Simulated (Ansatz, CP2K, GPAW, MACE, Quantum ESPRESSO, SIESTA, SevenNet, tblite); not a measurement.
**Quantum ESPRESSO runs on random packing of Li52Si48 (at. %) (94 atoms)**

Aim: run random packing of Li52Si48 (at. %) (94 atoms) in Quantum ESPRESSO and see how near its forces come to a plane-wave reference, and at what cost.

Main program and level: Quantum ESPRESSO 7.5; the method is named at each step.

### Step 1. Starting point

The cell holds 94 atoms: 49 Li and 45 Si. Cell: a = 12.109 Å, b = 12.109 Å, c = 12.109 Å, α = 90.0°, β = 90.0°, γ = 90.0°. 94 atoms (49 Li, 45 Si) packed at random in a cube at 1.5 g/cm³ and pushed apart as soft spheres; a start for melting by ab initio MD, not an equilibrated structure. Then every atom was moved at random, 0.05 Å r.m.s. a Cartesian component.

The yardstick, on the same geometry:

```
method                 : Kohn-Sham DFT, PBE, PAW, plane waves (Ansatz 0.2.0); cutoff 420 eV, Γ point, fermi-dirac smearing of 0.05 eV; PAW set soft_2
r.m.s. force component : 0.9755 eV/Å
longest force          : 8.372 eV/Å
pressure               : 2.158 GPa
SCF cycles             : 9
time                   : 21 s on 4 threads of Arm Neoverse V1, shared host
CPU time               : 74 s
```

### Step 2. PBE, sssp-1.3.0-efficiency, 45/360 Ry

Method: Kohn-Sham DFT, PBE, SSSP efficiency 1.3.0 pseudopotentials, plane waves.

pw.in

```
&control
  calculation = 'scf'
  pseudo_dir = './pseudo'
  outdir = './tmp'
  disk_io = 'none'
  tprnfor = .true.
  tstress = .true.
/
&system
  ibrav = 0
  nat = 94
  ntyp = 2
  ecutwfc = 45
  ecutrho = 360
  nosym = .true.
  occupations = 'smearing'
  smearing = 'fd'
  degauss = 0.003675
/
&electrons
  conv_thr = 4.7e-07
  electron_maxstep = 100
  mixing_beta = 0.2
  mixing_mode = 'local-TF'
  diagonalization = 'david'
/
ATOMIC_SPECIES
Li 6.940 Li.upf
Si 28.085 Si.upf
CELL_PARAMETERS angstrom
12.10910 0.00000 0.00000
0.00000 12.10910 0.00000
0.00000 0.00000 12.10910
ATOMIC_POSITIONS crystal
Li 0.50602 0.84111 0.97862
Li 0.81145 0.58231 0.37229
Li 0.54227 0.28813 0.94192
Li 0.07074 0.72936 0.03728
Li 0.42876 0.21769 0.27234
Li 0.56099 0.40688 0.65577
Li 0.46433 0.96132 0.65571
Li 0.99574 0.23137 0.02001
Li 0.27125 0.19712 0.66543
Li 0.04213 0.56186 0.17803
Li 0.04558 0.00084 0.41685
Li 0.78711 0.20501 0.05212
Li 0.67417 0.88870 0.11731
Li 0.95419 0.24741 0.21607
Li 0.57266 0.09622 0.02462
Li 0.12148 0.12670 0.24519
Li 0.43272 0.80230 0.43667
Li 0.33504 0.27733 0.98377
Li 0.87249 0.49282 0.84891
Li 0.76359 0.30596 0.26336
Li 0.84165 0.07845 0.29011
Li 0.69178 0.70371 0.48802
Li 0.34591 0.09642 0.41573
Li 0.45344 0.56773 0.58944
Li 0.27187 0.86926 0.04492
Li 0.33277 0.58980 0.42928
Li 0.86070 0.53744 0.64748
Li 0.78451 0.40565 0.01272
Li 0.24701 0.71892 0.18764
Li 0.29949 0.06735 0.21426
Li 0.06556 0.93409 0.93850
Li 0.02227 0.99305 0.74000
Li 0.91423 0.75612 0.34175
Li 0.40059 0.41659 0.33329
Li 0.06146 0.41718 0.97734
Li 0.88654 0.29203 0.83505
Li 0.88107 0.04859 0.53908
Li 0.23377 0.75742 0.47511
Li 0.61783 0.18377 0.36238
Li 0.64940 0.53385 0.94733
Li 0.69696 0.98079 0.45196
Li 0.75658 0.06530 0.85030
Li 0.43157 0.52128 0.14206
Li 0.32905 0.38846 0.70366
Li 0.67773 0.23690 0.66576
Li 0.90168 0.29692 0.43515
Li 0.66255 0.64293 0.24038
Li 0.15495 0.79917 0.74116
Li 0.74041 0.39950 0.51460
Si 0.15487 0.30900 0.14162
Si 0.43410 0.53869 0.78088
Si 0.58633 0.69259 0.84917
Si 0.08086 0.22365 0.41350
Si 0.95812 0.45971 0.37168
Si 0.58162 0.85456 0.53817
Si 0.46973 0.28469 0.53535
[... 34 atom lines left out ...]
Si 0.01066 0.97072 0.12458
Si 0.13438 0.11652 0.88102
Si 0.14294 0.32477 0.78448
Si 0.28202 0.45124 0.03735
K_POINTS gamma
```

The run is started by

```sh
$ OMP_NUM_THREADS=1 mpirun -np 4 pw.x -in pw.in > output.txt
```

Log:

```text
Program PWSCF
     gamma-point specific algorithms are used
     one sub-group per band group will be used
     scalapack distributed-memory algorithm (size of sub-group:  2*  2 procs)
     Parallelization info
     sticks:   dense  smooth     PW     G-vecs:    dense   smooth      PW
     Min        3750    1875    469               345573   122143   15300
     Max        3752    1878    474               345580   122146   15302
     Sum       15005    7505   1885              1382311   488577   61205
     bravais-lattice index     =            0
     lattice parameter (alat)  =      22.8829  a.u.
     unit-cell volume          =   11982.0795 (a.u.)^3
     number of atoms/cell      =           94
     number of atomic types    =            2
     number of electrons       =       327.00
     number of Kohn-Sham states=          197
     kinetic-energy cutoff     =      45.0000  Ry
     charge density cutoff     =     360.0000  Ry
     scf convergence threshold =      4.7E-07
     mixing beta               =       0.2000
     number of iterations used =            8  local-TF  mixing
     Exchange-correlation= PBE
                           (   1   4   3   4   0   0   0)
     crystal axes: (cart. coord. in units of alat)
               a(1) = (   1.000000   0.000000   0.000000 )
               a(2) = (   0.000000   1.000000   0.000000 )
               a(3) = (   0.000000   0.000000   1.000000 )
     reciprocal axes: (cart. coord. in units 2 pi/alat)
               b(1) = (  1.000000  0.000000  0.000000 )
               b(2) = (  0.000000  1.000000  0.000000 )
               b(3) = (  0.000000  0.000000  1.000000 )
     PseudoPot. # 1 for Li:
     Pseudo is Ultrasoft, Zval =  3.0
     PseudoPot. # 2 for Si:
     Pseudo is Ultrasoft + core correction, Zval =  4.0
     atomic species   valence    mass     pseudopotential
     Li                3.00     6.94000     Li( 1.00)
     Si                4.00    28.08500     Si( 1.00)
     No symmetry found
   Cartesian axes
     number of k points=     1  Fermi-Dirac smearing, width (Ry)=  0.0037
                       cart. coord. in units 2pi/alat
        k(    1) = (   0.0000000   0.0000000   0.0000000), wk =   2.0000000
     Dense  grid:   691156 G-vectors     FFT dimensions: ( 144, 144, 144)
     Smooth grid:   244289 G-vectors     FFT dimensions: ( 100, 100, 100)
     Initial potential from superposition of free atoms
     starting charge     304.8885, renormalised to     327.0000
     Starting wfcs are  425 randomized atomic wfcs
     Self-consistent Calculation
     iteration #  1     ecut=    45.00 Ry     beta= 0.20
     total energy              =   -1225.24554174 Ry
     estimated scf accuracy    <     103.74304931 Ry
     iteration #  2     ecut=    45.00 Ry     beta= 0.20
     total energy              =   -1211.39110418 Ry
     estimated scf accuracy    <      75.72485129 Ry
     iteration #  3     ecut=    45.00 Ry     beta= 0.20
     total energy              =   -1219.79886394 Ry
     estimated scf accuracy    <       2.79196993 Ry
     iteration #  4     ecut=    45.00 Ry     beta= 0.20
     total energy              =   -1220.20535621 Ry
     estimated scf accuracy    <       5.77155396 Ry
     iteration #  5     ecut=    45.00 Ry     beta= 0.20
     total energy              =   -1220.33745234 Ry
     estimated scf accuracy    <       0.96492055 Ry
     iteration #  6     ecut=    45.00 Ry     beta= 0.20
     total energy              =   -1220.23764053 Ry
     estimated scf accuracy    <       0.39201601 Ry
[...]
total energy              =   -1220.30559362 Ry
[...]
iteration # 17     ecut=    45.00 Ry     beta= 0.20
     total energy              =   -1220.30559315 Ry
     estimated scf accuracy    <       0.00000372 Ry
     iteration # 18     ecut=    45.00 Ry     beta= 0.20
     total energy              =   -1220.30559327 Ry
     estimated scf accuracy    <       0.00000257 Ry
     iteration # 19     ecut=    45.00 Ry     beta= 0.20
     End of self-consistent calculation
          k = 0.0000 0.0000 0.0000 ( 30603 PWs)   bands (ev):
   -43.8157 -43.7145 -43.5852 -43.3908 -43.3208 -43.3125 -43.3083 -43.2717
   -43.2570 -43.1796 -43.1477 -43.0245 -43.0135 -42.9712 -42.9690 -42.9207
   -42.8667 -42.8630 -42.7766 -42.7715 -42.7210 -42.7008 -42.6950 -42.6788
   -42.6154 -42.5695 -42.5553 -42.5054 -42.4953 -42.4664 -42.4392 -42.4286
   -42.3361 -42.3185 -42.2708 -42.2050 -42.1952 -42.1361 -42.1290 -42.1156
   -42.0962 -42.0809 -42.0790 -42.0691 -42.0406 -42.0276 -41.9714 -41.7076
[...]
4.0783   4.1235   4.1697   4.2070   4.2651   4.3663   4.3947   4.4304
     4.4926   4.5546   4.5845   4.6285   4.6657   4.7161   4.7740   4.8321
     4.8378   4.9173   4.9609   5.0144   5.0348   5.1462   5.1709   5.2713
     5.2990   5.3279   5.4070   5.4195   5.5496
     the Fermi energy is     3.8257 ev
!    total energy              =   -1220.30559348 Ry
     estimated scf accuracy    <       0.00000018 Ry
     smearing contrib. (-TS)   =      -0.02360966 Ry
     internal energy E=F+TS    =   -1220.28198383 Ry
     The total energy is F=E-TS. E is the sum of the following terms:
     one-electron contribution =    -419.43699746 Ry
     hartree contribution      =     234.15190782 Ry
     xc contribution           =    -441.11945881 Ry
     ewald contribution        =    -593.87743537 Ry
     convergence has been achieved in  19 iterations
     Forces acting on atoms (cartesian axes, Ry/au):
     atom    1 type  1   force =    -0.02451324    0.00906118   -0.02454452
     atom    2 type  1   force =    -0.00276018    0.00609238    0.01889061
     atom    3 type  1   force =     0.00134961    0.01072703   -0.02493168
     atom    4 type  1   force =    -0.02271772    0.00321233   -0.02322577
     atom    5 type  1   force =     0.00234095    0.00211500   -0.01258463
     atom    6 type  1   force =    -0.00496262    0.01793980    0.02226340
[...]
atom   92 type  2   force =     0.05384782    0.02448506   -0.02587021
     atom   93 type  2   force =    -0.02936125   -0.03814579    0.09984549
     atom   94 type  2   force =    -0.06848744    0.00778944    0.00885835
     Total force =     0.639457     Total SCF correction =     0.000501
     Computing stress (Cartesian axis) and pressure
          total   stress  (Ry/bohr**3)                   (kbar)     P=       21.60
   0.00009596   0.00005962  -0.00001697           14.12        8.77       -2.50
   0.00005962   0.00018015  -0.00001462            8.77       26.50       -2.15
  -0.00001697  -0.00001462   0.00016440           -2.50       -2.15       24.18
     Message from routine punch:
     Nothing written, as per user request (disk_io='none')
```

Wall time 3.1 min (4 MPI ranks of Arm Neoverse V1, shared host); peak memory 4.5 GiB; 12 min of CPU time.

Banners, paths, timers and routine set-up lines are dropped from the logs unmarked, and long logs keep their key lines alone; longer cuts are marked.

Compared with the plane-wave run:

```yaml
r_m_s_force_component: 0.979 eV/Å
r_m_s_difference_of_force_components: 3.859 meV/Å
longest_difference_of_force_vectors: 39.09 meV/Å
force_difference_over_r_m_s_force: 0.3956 %
slope_of_forces_against_the_reference_s: 1.004
correlation_of_force_components: 1
pressure: 2.16 GPa
pressure_difference: 0.0022 GPa
```

Length of the force difference by element (eV/Å):

```
element  atoms    mean    most
     Li     49  0.0016  0.0037
     Si     45  0.0063   0.039
```

The surroundings of Si52, picked at random, nearest first, numbered as they follow in the input and with coordinates relative to it.

```
atom      x      y      z  distance (Å)     Fx     Fy  Fz (eV/Å)
Si52   0.00   0.00   0.00          0.00   0.23  -0.33      -0.12
Si60   1.52   1.16  -1.28          2.31  -7.05   0.27       4.57
Si59  -2.02   0.73  -0.99          2.36  -0.69  -0.61      -0.31
Li40   0.76  -1.92   1.19          2.39  -0.76   0.05       0.47
 Li1  -0.97   1.80   1.57          2.58  -0.63   0.23      -0.63
Si89   2.52  -0.08   0.87          2.67  -1.76  -0.05      -0.13
Si63   1.36  -1.86  -1.36          2.68  -1.46  -0.18       0.66
Si51  -1.84  -1.86  -0.83          2.75   0.38   0.81       0.72
Si78  -2.26  -1.09   1.36          2.85  -0.11   0.51       0.02
```

Forces lie 0.40 % from the reference's, at 10.0 times its CPU time.

### Step 3. PBE, gbrv-1.5, 40/200 Ry

Method: Kohn-Sham DFT, PBE, GBRV 1.5 ultrasoft pseudopotentials, plane waves.

The pseudopotential files are exchanged too: ./pseudo now holds the set gbrv-pbe-1.5.

pw.in, as its differences from that of step 2:

```diff
@@ -12,4 +12,4 @@
   ntyp = 2
-  ecutwfc = 45
-  ecutrho = 360
+  ecutwfc = 40
+  ecutrho = 200
   nosym = .true.
```

Log:

```text
[banner, memory and clock lines left out]
Program PWSCF
     gamma-point specific algorithms are used
     one sub-group per band group will be used
     bravais-lattice index     =            0
[... lines left out ...]
     total energy              =   -1143.24293019 Ry
[... lines left out ...]
     total energy              =   -1129.37550049 Ry
[... lines left out ...]
     total energy              =   -1137.84142513 Ry
[... lines left out ...]
     c_bands:  1 eigenvalues not converged
[... lines left out ...]
     total energy              =   -1138.25319806 Ry
[... lines left out ...]
     total energy              =   -1138.25319819 Ry
[... lines left out ...]
     the Fermi energy is     3.8215 ev
!    total energy              =   -1138.25319835 Ry
     estimated scf accuracy    <       0.00000040 Ry
     smearing contrib. (-TS)   =      -0.02360115 Ry
     internal energy E=F+TS    =   -1138.22959720 Ry
     The total energy is F=E-TS. E is the sum of the following terms:
     one-electron contribution =    -420.56505622 Ry
     hartree contribution      =     234.49398386 Ry
     xc contribution           =    -358.28108947 Ry
     ewald contribution        =    -593.87743537 Ry
     convergence has been achieved in  18 iterations
     Forces acting on atoms (cartesian axes, Ry/au):
     atom    1 type  1   force =    -0.02444708    0.00906392   -0.02453830
     atom    2 type  1   force =    -0.00274461    0.00605462    0.01886480
     atom    3 type  1   force =     0.00135684    0.01071892   -0.02488392
[...]
atom   93 type  2   force =    -0.02934970   -0.03787054    0.09929684
     atom   94 type  2   force =    -0.06839358    0.00776692    0.00884734
     Total force =     0.636356     Total SCF correction =     0.001018
     Computing stress (Cartesian axis) and pressure
          total   stress  (Ry/bohr**3)                   (kbar)     P=       21.43
   0.00009521   0.00005976  -0.00001673           14.01        8.79       -2.46
   0.00005976   0.00017887  -0.00001462            8.79       26.31       -2.15
  -0.00001673  -0.00001462   0.00016302           -2.46       -2.15       23.98
     Message from routine punch:
     Nothing written, as per user request (disk_io='none')
```

Wall time 2 min (4 MPI ranks); peak memory 2.2 GiB.

Compared with the plane-wave run:

```yaml
r_m_s_force_component: 0.9743 eV/Å
r_m_s_difference_of_force_components: 3.249 meV/Å
longest_difference_of_force_vectors: 13.88 meV/Å
force_difference_over_r_m_s_force: 0.3331 %
slope_of_forces_against_the_reference_s: 0.9988
correlation_of_force_components: 1
pressure: 2.143 GPa
pressure_difference: -0.0145 GPa
```

Against the first run (0.40 %), the force difference from the reference is 0.33 %, at 0.66 times the CPU time.

### Step 4. The ladder

Differences are against the plane-wave reference, forces as r.m.s. over components; share is that over the reference's r.m.s. force, slope the least-squares factor from reference forces to these. Total energies of different programs have different zeros and aren't compared.

```
                                     run  Δ force, r.m.s. (meV/Å)  share (%)  slope  Δ pressure (GPa)  cores  CPU time  memory (GiB)
                               reference                        -          -      -                 -      4      74 s           1.7
QE PBE, sssp-1.3.0-efficiency, 45/360 Ry                     3.86      0.396  1.004            0.0022      4    12 min           4.5
             QE PBE, gbrv-1.5, 40/200 Ry                     3.25      0.333  0.999           -0.0145      4   8.1 min           2.2
```

CPU time is summed over cores on a shared host, where runs went side by side, so it is rough. Symmetry, cutoffs, thresholds, outputs and thread counts weren't matched or tuned between programs; memory under MPI is the largest rank's times the ranks.

### Step 5. Results

| Property | Result |
| --- | --- |
| nearest in forces | QE PBE, gbrv-1.5, 40/200 Ry, 0.33 % |
| its CPU time | 8.1 min |

PBE on plane waves or a grid with other potentials, cutoffs or grids differs from the reference by 0.33 % (QE PBE, gbrv-1.5, 40/200 Ry) to 0.40 % (QE PBE, sssp-1.3.0-efficiency, 45/360 Ry) of the r.m.s. force; this holds the reference's own error, so differences of a few per cent don't tell which side is nearer the exact PBE result (QE's 45 Ry are 612 eV, against the reference's 420 eV). None of the electronic-structure runs in the table takes under half the reference's CPU time of 74 s; they take 6.6 to 10.0 times as much. The electron count is odd in these runs, and they have no spin polarisation, so the unpaired electron is spread evenly over both spins. The reference's pressure of 2.2 GPa belongs to a cell and atoms that aren't relaxed at this level. The electron count is odd and the run has no spin polarisation, so levels at the top are partly filled by construction. The electronic-structure runs sample only Γ, in a cell whose shortest periodic width is 12 Å, which is coarse for a cell with partly filled levels.

[Also dropped from logs without a mark: logging warnings of Python, and SIESTA's first energy breakdown and zero terms.]

[Logs are printed without paths, hosts, clocks, repeated set-up lines and the standing remarks that a program may print on its own settings, such as how far it seeks lower states.]

[Hosts, paths, dates, database ids (printed as entryN), source tags and the programs' standing remarks are cut or masked in the printed files.]
